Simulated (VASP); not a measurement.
# Si (P6/mmm) in VASP: a series of runs

The runs below take Si through relaxation of cell and atoms, with HSE03, PBE0.

All numbers are computed with VASP 6.6.1; they aren't measurements. Logs are shortened: lines on timing, memory, paths and dates and some standing lists are left out, and cuts for length are marked.

## 1. The structure

The structure is hexagonal, space group P6/mmm (No. 191). The conventional cell has a = 4.121 Å, b = 4.121 Å, c = 2.655 Å, α = 90.00°, β = 90.00°, γ = 120.00°. Si (site symmetry -6m2) has 5 Si at 2.38 to 2.65 Å as nearest neighbours.

The cell was built by a generator and needn't be a form met in nature.

## 2. Relaxation of cell and atoms, HSE03

POSCAR

```
Si
1.0
    4.1209500000      0.0000000000      0.0000000000
   -2.0604700000      3.5688500000      0.0000000000
    0.0000000000      0.0000000000      2.6547900000
Si
2
Direct
    0.3333300000      0.6666700000      0.5000000000
    0.6666700000      0.3333300000      0.5000000000
```

INCAR.step1

```
SYSTEM = Si
PREC = Accurate
ENCUT = 600
EDIFF = 1E-5
ISMEAR = -1
SIGMA = 0.05
LREAL = .FALSE.
LASPH = .TRUE.
NELM = 60
ALGO = Normal
LWAVE = .TRUE.
LCHARG = .FALSE.
GGA = PE
```

INCAR.step2

```
SYSTEM = Si
PREC = Accurate
ENCUT = 600
EDIFF = 1E-6
ISMEAR = -1
SIGMA = 0.05
LREAL = .FALSE.
LASPH = .TRUE.
NELM = 60
ALGO = Normal
ISIF = 3
LWAVE = .FALSE.
LCHARG = .FALSE.
GGA = PE
LHFCALC = .TRUE.
HFSCREEN = 0.3
PRECFOCK = Normal
IBRION = 2
NSW = 40
EDIFFG = -0.01
ISTART = 1
```

KPOINTS

```
Automatic mesh
0
G
  4 4 5
  0 0 0
```

Potentials or basis: VASP PAW PBE potentials, release 64 (Si).

On the command line:

```
> cat potpaw_PBE.64/Si/POTCAR > POTCAR
> cp INCAR.step1 INCAR
> mpirun -np 1 vasp_std > vasp.out
> cp INCAR.step2 INCAR
> mpirun -np 1 vasp_std > vasp.out
```

OUTCAR:

```text
SYSTEM = Si
   PREC = Accurate
   ENCUT = 600
   EDIFF = 1E-6
   ISMEAR = -1
   LREAL = .FALSE.
   LASPH = .TRUE.
   NELM = 60
   ISIF = 3
   GGA = PE
   LHFCALC = .TRUE.
   HFSCREEN = 0.3
   PRECFOCK = Normal
   IBRION = 2
   NSW = 40
   EDIFFG = -0.01
   ISTART = 1

 ion  position               nearest neighbor table
   1  0.333  0.667  0.500-   2 2.38   2 2.38   2 2.38
   2  0.667  0.333  0.500-   1 2.38   1 2.38   1 2.38

  LATTYP: Found a hexagonal cell.
 ALAT       =     4.1209500000
 C/A-ratio  =     0.6442179595

  Lattice vectors:

 A1 = (   4.1209500000,   0.0000000000,   0.0000000000)
 A2 = (  -2.0604700000,   3.5688500000,   0.0000000000)
 A3 = (   0.0000000000,   0.0000000000,   2.6547900000)

Analysis of symmetry for initial positions (statically):
=====================================================================
 Subroutine PRICEL returns:
 Original cell was already a primitive cell.

 Routine SETGRP: Setting up the symmetry group for a
 hexagonal supercell.

 Subroutine GETGRP returns: Found  8 space group operations
 (whereof  8 operations were pure point group operations)
 out of a pool of 24 trial point group operations.

The static configuration has the point symmetry D_2h.

Analysis of symmetry for dynamics (positions and initial velocities):
=====================================================================
 Subroutine PRICEL returns:
 Original cell was already a primitive cell.

 Routine SETGRP: Setting up the symmetry group for a
 hexagonal supercell.

 Subroutine GETGRP returns: Found  8 space group operations
 (whereof  8 operations were pure point group operations)
 out of a pool of 24 trial point group operations.

The dynamic configuration has the point symmetry D_2h.

 Subroutine INISYM returns: Found  8 space group operations
 (whereof  8 operations are pure point group operations),
 and found     1 'primitive' translations

----------------------------------------------------------------------------------------

                                     Primitive cell

  volume of cell :      39.0441

  direct lattice vectors                    reciprocal lattice vectors
     4.120950000  0.000000000  0.000000000     0.242662493  0.140100813  0.000000000
    -2.060470000  3.568850000  0.000000000     0.000000000  0.280202306  0.000000000
     0.000000000  0.000000000  2.654790000     0.000000000  0.000000000  0.376677628

  length of vectors
     4.120950000  4.120949762  2.654790000     0.280202290  0.280202306  0.376677628

  position of ions in fractional coordinates (direct lattice)
     0.333330000  0.666670000  0.500000000
     0.666670000  0.333330000  0.500000000

  ion indices of the primitive-cell ions
   primitive index   ion index
                 1           1
                 2           2

----------------------------------------------------------------------------------------

 KPOINTS: Automatic mesh

Automatic generation of k-mesh.
 Grid dimensions read from file:
 generate k-points for:    4    4    5

 Generating k-lattice:

  Cartesian coordinates                     Fractional coordinates (reciprocal lattice)
     0.060665623  0.035025203  0.000000000     0.250000000  0.000000000  0.000000000
     0.000000000  0.070050577  0.000000000     0.000000000  0.250000000  0.000000000
     0.000000000  0.000000000  0.075335526     0.000000000  0.000000000  0.200000000

  Length of vectors
     0.070050572  0.070050577  0.075335526

  Shift w.r.t. Gamma in fractional coordinates (k-lattice)
     0.000000000  0.000000000  0.000000000

 Subroutine IBZKPT returns following result:
 ===========================================

 Found     21 irreducible k-points:

 Following reciprocal coordinates:
            Coordinates               Weight
  0.000000  0.000000  0.000000      1.000000
  0.250000  0.000000  0.000000      4.000000
 -0.250000  0.250000  0.000000      2.000000
  0.500000  0.000000  0.000000      2.000000
  0.500000  0.500000  0.000000      1.000000
  0.250000  0.250000  0.000000      2.000000
[... 13 lines left out ...]
  0.250000  0.250000  0.400000      4.000000
 -0.250000  0.500000  0.400000      8.000000
   k-points           NKPTS =     21   k-points in BZ     NKDIM =     80   number of bands    NBANDS=      8
   number of dos      NEDOS =    301   number of ions     NIONS =      2
   total plane-waves  NPLWV =  31104
   dimension x,y,z NGX =    36 NGY =   36 NGZ =   24
   dimension x,y,z NGXF=    72 NGYF=   72 NGZF=   48
   ions per type =               2
   NGX,Y,Z   is equivalent  to a cutoff of  14.52, 14.52, 15.03 a.u.
   NGXF,Y,Z  is equivalent  to a cutoff of  29.05, 29.05, 30.06 a.u.
 SYSTEM =  Si
   PREC   = accura    normal or accurate (medium, high low for compatibility)
   ISTART =      1    job   : 0-new  1-cont  2-samecut
   ICHARG =      0    charge: 1-file 2-atom 10-const
   ISPIN  =      1    spin polarized calculation?
   LNONCOLLINEAR =      F non collinear calculations
   LSORBIT =      F    spin-orbit coupling
   LASPH  =      T    aspherical Exc in radial PAW
   ENCUT  =  600.0 eV  44.10 Ry    6.64 a.u.   8.23  8.23  5.30*2*pi/ulx,y,z
   NELM   =     60;   NELMIN=  2; NELMDL=  0     # of ELM steps
   EDIFF  = 0.1E-05   stopping-criterion for ELM
   LREAL  =      F    real-space projection
   EDIFFG = -.1E-01   stopping-criterion for IOM
   NSW    =     40    number of steps for IOM
   IBRION =      2    ionic relax: 0-MD 1-quasi-New 2-CG
   NFREE  =      1    steps in history (QN), initial steepest desc. (CG)
   ISIF   =      3    stress and relaxation
   ISYM   =      3    0-nonsym 1-usesym 2-fastsym
   POTIM  = 0.5000    time-step for ionic-motion
   TEBEG  =    0.0;   TEEND  =   0.0 temperature during run
   PSTRESS=    0.0 pullay stress
   NELECT =       8.0000    total number of electrons
   NUPDOWN=      -1.0000    fix difference up-down
   EMIN   =  10.00;   EMAX   =-10.00  energy-range for DOS
   EFERMI =   0.00;   METHOD = LEGACY
   ISMEAR =    -1;   SIGMA  =   0.05  broadening in eV -4-tet -1-fermi 0-gaus
   EFERMI_NEDOS =   21; number of points for ismear=-14 and -15
   IALGO  =     38    algorithm
   IMIX   =      1    mixing-type and parameters
     AMIX     =   0.40;   BMIX     =  1.00
     AMIX_MAG =   1.60;   BMIX_MAG =  1.00
  volume/ion in A,a.u.               =      19.52       131.74
  Fermi-wavevector in a.u.,A,eV,Ry     =   0.965131  1.823833 12.673523  0.931478
  Thomas-Fermi vector in A             =   2.094821
   LORBIT       =      0    0 simple, 1 ext, 2 COOP (PROOUT), +10 PAW based schemes
   GGA     = PE    functional components
   LHFCALC =     T    Hartree Fock is set to
   PRECFOCK=normal    Normal, Fast or Accurate (Low or Medium for compatibility)
   ENCUT4O =  -1.0   cutoff for four orbital integrals eV
   NKREDX  =     1    reduce k-point grid by
   NKREDY  =     1    reduce k-point grid by
   NKREDZ  =     1    reduce k-point grid by
   AEXX    =    0.2500 exact exchange contribution
   HFSCREEN=    0.3000 screening length (either q_TF or 0.3 A-1)
   HFSCREENC=   0.3000 screening length for correlation (either q_TF or 0.3 A-1)
   ENCUTFOCK=  -1.0 apply spherical cutoff to Coloumb kernel
   IVDW    =     0    specifies the selected vdW correction
   LEPSILON=     F    determine dielectric tensor
   LRPA    =     F    only Hartree local field effects (RPA)
 conjugate gradient relaxation of ions
 non-spin polarized calculation
  energy-cutoff  :      600.00
  volume of cell :       39.04
 maximum number of plane-waves:      1312
 NGX is ok and might be reduce to    36
  NGX = 28; NGY = 28; NGZ = 16

--------------------------------------- Ionic step        1  -------------------------------------------

 number of electron       8.0000000 magnetization

 Free energy of the ion-electron system (eV)
  ---------------------------------------------------
  ext. energy  EPLUGINS =         0.00000000
  ---------------------------------------------------
  free energy    TOTEN  =       -11.37111340 eV

  energy without entropy =      -11.36881476  energy(sigma->0) =      -11.36996408

------------------------ aborting loop because EDIFF is reached ----------------------------------------

  FORCE on cell =-STRESS in cart. coord.  units (eV):
  Direction    XX          YY          ZZ          XY          YZ          ZX
  --------------------------------------------------------------------------------------
  -------------------------------------------------------------------------------------
  Total        0.4135385      0.4139769     -2.6003477      0.0003797      0.0000000      0.0000000
  in kB       16.9695653     16.9875532   -106.7053482      0.0155803      0.0000000      0.0000000
  external PRESSURE =     -24.2494099 kB  Pullay stress =       0.0000000 kB

 VOLUME and BASIS-vectors are now :
 -----------------------------------------------------------------------------
  energy-cutoff  :      600.00
  volume of cell :       39.04
      direct lattice vectors                 reciprocal lattice vectors
     4.120950000  0.000000000  0.000000000     0.242662493  0.140100813  0.000000000
    -2.060470000  3.568850000  0.000000000     0.000000000  0.280202306  0.000000000
     0.000000000  0.000000000  2.654790000     0.000000000  0.000000000  0.376677628
[... 253 lines left out ...]
 POSITION                                       TOTAL-FORCE (eV/Angst)
 -----------------------------------------------------------------------------------
      0.00000      2.38899      1.27546         0.000025     -0.000014      0.000000
      2.06892      1.19449      1.27546        -0.000025      0.000014      0.000000
 -----------------------------------------------------------------------------------
    total drift:                               -0.000000      0.000000     -0.000000

  FREE ENERGIE OF THE ION-ELECTRON SYSTEM (eV)
  ---------------------------------------------------
  free  energy   TOTEN  =       -11.4279733482 eV

  energy  without entropy=      -11.4255979917  energy(sigma->0) =      -11.42678567

--------------------------------------- Ionic step        9  -------------------------------------------

 number of electron       8.0000000 magnetization

 Free energy of the ion-electron system (eV)
  ---------------------------------------------------
  ext. energy  EPLUGINS =         0.00000000
  ---------------------------------------------------
  free energy    TOTEN  =       -11.42798212 eV

  energy without entropy =      -11.42554454  energy(sigma->0) =      -11.42676333

 E-fermi :   6.1724     XC(G=0):  -8.2470

 val. band max:        5.9775644077   @ k =   0.2500   0.0000   0.2000
 cond. band min:       6.2733773025   @ k =   0.0000   0.0000   0.4000
 fundamental gap:      0.2958128949
 Fermi energy:         6.1723644314

 k-point     1 :       0.0000    0.0000    0.0000
  band No.  band energies     occupation
      1      -7.6517      2.00000
      2       2.7973      2.00000
      3       2.8502      2.00000
      4       2.8502      2.00000
      5       7.6625      0.00000
      6       7.6625      0.00000
      7      12.1267      0.00000
      8      14.9213      0.00000

 k-point     2 :       0.2500    0.0000    0.0000
  band No.  band energies     occupation
      1      -6.9881      2.00000
      2      -1.2209      2.00000
      3       2.1034      2.00000
      4       5.1684      2.00000
      5       8.7058      0.00000
      6       9.7904      0.00000
      7      14.9745      0.00000
      8      15.4308      0.00000
[... 229 lines left out ...]
 POSITION                                       TOTAL-FORCE (eV/Angst)
 -----------------------------------------------------------------------------------
      0.00000      2.38919      1.27494         0.000032     -0.000019      0.000000
      2.06910      1.19460      1.27494        -0.000032      0.000019      0.000000
 -----------------------------------------------------------------------------------
    total drift:                               -0.000000      0.000000      0.000000

  FREE ENERGIE OF THE ION-ELECTRON SYSTEM (eV)
  ---------------------------------------------------
  free  energy   TOTEN  =       -11.4279821164 eV

  energy  without entropy=      -11.4255445368  energy(sigma->0) =      -11.42676333

 reached required accuracy - stopping structural energy minimisation
```

It took 27 min on 1 thread of Intel Xeon Platinum 8375C at 2.90GHz (Ice Lake), shared host; peak memory 0.27 GiB.

What came out:

| Property | Result |
| --- | --- |
| Free energy | -11.4280 eV |
| Relaxed volume | 18.91 Å³/atom |
| Relaxed cell | a = 4.138 Å, b = 4.138 Å, c = 2.550 Å, α = 90.00°, β = 90.00°, γ = 120.00° |
| Space group after relaxing (to 0.05 Å) | P6/mmm (No. 191) |
| Energy gained by relaxing | 28.4 meV/atom |
| Ionic steps | 9 |
| Pressure after relaxing | 0.0 GPa |
| Band gap on the k mesh | none (metal or under the smearing width) |

The path:
```tsv
step	energy change (eV)	largest force (eV/Å)	pressure (GPa)	volume (Å³)
1	0.0000	0.0006	-2.42	39.04
2	-0.0314	0.0003	1.67	37.33
3	-0.0566	0.0000	-0.43	38.00
4	-0.0566	0.0000	-0.38	37.98
5	-0.0568	0.0001	0.22	37.71
6	-0.0568	0.0000	0.07	37.79
7	-0.0568	0.0000	0.05	37.80
8	-0.0569	0.0000	-0.03	37.82
9	-0.0569	0.0000	-0.01	37.82
```

Final structure:
```
CELL_PARAMETERS angstrom
4.13818 0.00001 0.00000
-2.06908 3.58378 0.00000
0.00000 0.00000 2.54988
ATOMIC_POSITIONS crystal
Si 0.33333 0.66667 0.50000
Si 0.66667 0.33333 0.50000
```

Caveat: the k mesh is coarse (spacing up to 0.47 Å⁻¹), so the values aren't converged, least of all with exact exchange; the PAW data sets were made with another functional, which shifts forces and pressure a little.

(Part 1 of 2 ends here.)
